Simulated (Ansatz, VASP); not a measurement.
# H7C24Br in two plane-wave programs, part 2 of 2

Wanted: the spread between two codes on one cell, functional and k mesh. The cell is taken from a series of runs on this material, whose earlier steps may have relaxed, scaled, displaced or heated it; both programs get it as it stands.

VASP 6.6.1 and Ansatz 0.2.0.

So far: Starting point; Ansatz: single point, PBE.

### 3. VASP: single point, PBE

Level of this step: PBE; plane waves and PAW (Br, H, C) (VASP).

The same cell, functional, mesh and smearing now go to VASP, with its own data sets.

Lines of VASP's logs that name or quote its potential files are left out, and so is its time.

INCAR

```
SYSTEM = H7C24Br
PREC = Accurate
ENCUT = 520
EDIFF = 1E-06
NELM = 120
ISMEAR = -1
SIGMA = 0.02
LREAL = Auto
ALGO = Normal
GGA = PE
NBANDS = 80
LORBIT = 11
LWAVE = .FALSE.
LCHARG = .FALSE.
ISIF = 2
LDIPOL = .TRUE.
IDIPOL = 3
DIPOL = 0.5 0.5 0.482
LVHAR = .TRUE.
LASPH = .TRUE.
GGA_COMPAT = .FALSE.
EFERMI = MIDGAP
NELMDL = -8
KPAR = 4
```

POSCAR

```
H7C24Br
1.0
    5.0444997770      0.0000000000      0.0000000000
    2.5222498885      4.3686649563      0.0000000000
    0.0000000000      0.0000000000     21.6536689229
Br H C
1 7 24
Direct
    0.0000000000      0.0000000000      0.6829074713
    0.4999771069      0.0000457861      0.6384711238
    0.0000457861      0.4999771069      0.6384711238
    0.4999771069      0.4999771069      0.6384711238
    0.0000000000      0.0000000000      0.3232708520
    0.5000000000      0.0000000000      0.3232708520
    0.0000000000      0.5000000000      0.3232708520
    0.5000000000      0.5000000000      0.3232708520
    0.0000000000      0.0000000000      0.5874209460
    0.4997213241      0.0005573517      0.5876893803
    0.0005573517      0.4997213241      0.5876893803
    0.4997213241      0.4997213241      0.5876893803
    0.8330360637      0.3339278726      0.5656204229
    0.3333333333      0.3333333333      0.5648229862
    0.8330360637      0.8330360637      0.5656204229
    0.3339278726      0.8330360637      0.5656204229
    0.8339583423      0.3320833154      0.4934608219
    0.3333333333      0.3333333333      0.4933859572
    0.8339583423      0.8339583423      0.4934608219
    0.3320833154      0.8339583423      0.4934608219
    0.1666808632      0.1666808632      0.4696444770
    0.6666382737      0.1666808632      0.4696444770
    0.1666808632      0.6666382737      0.4696444770
    0.6666666667      0.6666666667      0.4700570297
    0.1666666667      0.1666666667      0.3983090410
    0.6666666667      0.1666666667      0.3983090410
    0.1666666667      0.6666666667      0.3983090410
    0.6666666667      0.6666666667      0.3983090410
    0.0000000000      0.0000000000      0.3745323730
    0.5000000000      0.0000000000      0.3745323730
    0.0000000000      0.5000000000      0.3745323730
    0.5000000000      0.5000000000      0.3745323730
```

KPOINTS

```
Automatic mesh
0
Gamma
6 6 1
0 0 0
```

Potentials, in the order of the species: Br, H and C (PBE family, release 64).

Run with:

```console
$ mpirun -np 4 vasp_std
```

Numbers of over 12 decimals in the logs are rounded to 6 here.

The log of the run:

```text
[banner, memory and clock lines left out]
running    4 mpi-ranks, on    1 nodes
[...]
LDA part: xc-table for (Slater+PW92), standard interpolation
 POSCAR, INCAR and KPOINTS ok, starting setup
[...]
entering main loop
       N       E                     dE             d eps       ncg     rms          rms(c)
DAV:   1     0.764553701307E+03    0.76455E+03   -0.49293E+04  1120   0.118E+03
DAV:   2    -0.159828919898E+03   -0.92438E+03   -0.87050E+03  1568   0.281E+02
DAV:   3    -0.255357712828E+03   -0.95529E+02   -0.94689E+02  1416   0.906E+01
DAV:   4    -0.257998180413E+03   -0.26405E+01   -0.26303E+01  1576   0.170E+01
[...]
DAV:  27    -0.245695292686E+03   -0.18254E-05   -0.39794E-08   984   0.628E-04    0.208E-04
DAV:  28    -0.245695294111E+03   -0.14257E-05   -0.14098E-08   968   0.379E-04    0.129E-04
DAV:  29    -0.245695294889E+03   -0.77768E-06   -0.10635E-08   952   0.335E-04
   1 F= -.24569529E+03 E0= -.24569529E+03  d E =0.000000E+00
```

Parts of OUTCAR (step 3):

```text
  Total        3.9042902      3.9042902     -1.8483741      0.0000000      0.0000000      0.0000000
  in kB       13.1085405     13.1085405     -6.2058622      0.0000000      0.0000000      0.0000000
  external PRESSURE =       6.6704062 kB  Pullay stress =       0.0000000 kB

 POSITION                                       TOTAL-FORCE (eV/Angst)
 -----------------------------------------------------------------------------------
      0.00000      0.00000     14.78745        -0.000000      0.000000      0.016704
      2.52225      0.00020     13.82524         0.000000      0.001115      0.028863
      1.26130      2.18423     13.82524         0.000965     -0.000557      0.028863
      3.78320      2.18423     13.82524        -0.000965     -0.000557      0.028863
      0.00000      0.00000      7.00000        -0.000000     -0.000000      0.084885
      2.52225      0.00000      7.00000        -0.000000     -0.004418      0.087361
      1.26112      2.18433      7.00000        -0.003826      0.002209      0.087361
      3.78337      2.18433      7.00000         0.003826      0.002209      0.087361
      0.00000      0.00000     12.71982        -0.000000     -0.000000      0.005796
      2.52225      0.00243     12.72563        -0.000000      0.006947     -0.000626
      1.26323      2.18312     12.72563         0.006016     -0.003473     -0.000626
      3.78127      2.18312     12.72563        -0.006016     -0.003473     -0.000626
      5.04450      1.45882     12.24776         0.000000      0.003830     -0.011911
      2.52225      1.45622     12.23049         0.000000      0.000000     -0.005974
[...]
-----------------------------------------------------------------------------------
    total drift:                               -0.000000     -0.000000     -0.000027

  FREE ENERGIE OF THE ION-ELECTRON SYSTEM (eV)
  ---------------------------------------------------
  free  energy   TOTEN  =      -245.6952948890 eV

  energy  without entropy=     -245.6952948890  energy(sigma->0) =     -245.69529489

[... 3 further parts left out ...]
[key lines of the parts left out:]
E-fermi :   1.4158
```

### 4. Side by side

Known differences besides the potentials themselves: the cutoff is 420 eV in Ansatz and 520 eV in VASP (PREC = Accurate, projectors in real space). Total energies have different zeros and are not compared.

Compared:

```
              quantity  Ansatz   VASP  difference
gap on the k mesh (eV)   2.745  2.743      +0.002
```

Forces on 10 of the 32 atoms, those with the largest forces and the largest differences (eV/Å; atoms numbered as in POSCAR):

```
atom          Ansatz x, y, z            VASP x, y, z
  H5     0.000, 0.000, 0.112     0.000, 0.000, 0.085
  H6    0.000, -0.004, 0.115    0.000, -0.004, 0.087
  H8     0.004, 0.002, 0.115     0.004, 0.002, 0.087
 C25  -0.016, -0.009, -0.928  -0.016, -0.009, -0.934
 C26   0.016, -0.009, -0.928   0.016, -0.009, -0.934
 C27    0.000, 0.019, -0.928    0.000, 0.019, -0.934
 C28    0.000, 0.000, -0.800    0.000, 0.000, -0.804
 C30     0.000, 0.006, 0.791     0.000, 0.006, 0.798
 C31    0.005, -0.003, 0.791    0.005, -0.003, 0.798
 C32   -0.005, -0.003, 0.791   -0.005, -0.003, 0.798
```

The forces differ by 7.7 meV/Å r.m.s., which is 3.1 % of the r.m.s. force of 0.246 eV/Å (both taken over all components). A gap on the mesh is an upper bound, since the band edges may lie between its points. With vacuum in the cell, a pressure given here is an average over mostly empty space and none of the material.

### 5. Summary of results

```yaml
r_m_s_force_difference_single_point_pbe: 3.1 % of the r.m.s. force
```

What this shows: The r.m.s. force difference is 3.1 % of the r.m.s. force (single point, PBE), at about the 3 % picked in this series as the mark of a large difference. How closely two codes agree says nothing of how well the functional describes the real material.

[Lines on the potential files, build, host, timing and source positions are cut from VASP's logs without a mark.]

[Logs are printed without paths, hosts, clocks, repeated set-up lines and the standing remarks that a program may print on its own settings, such as how far it seeks lower states.]

[Hosts, paths, dates, database ids (printed as entryN), source tags and the programs' standing remarks are cut or masked in the printed files.]
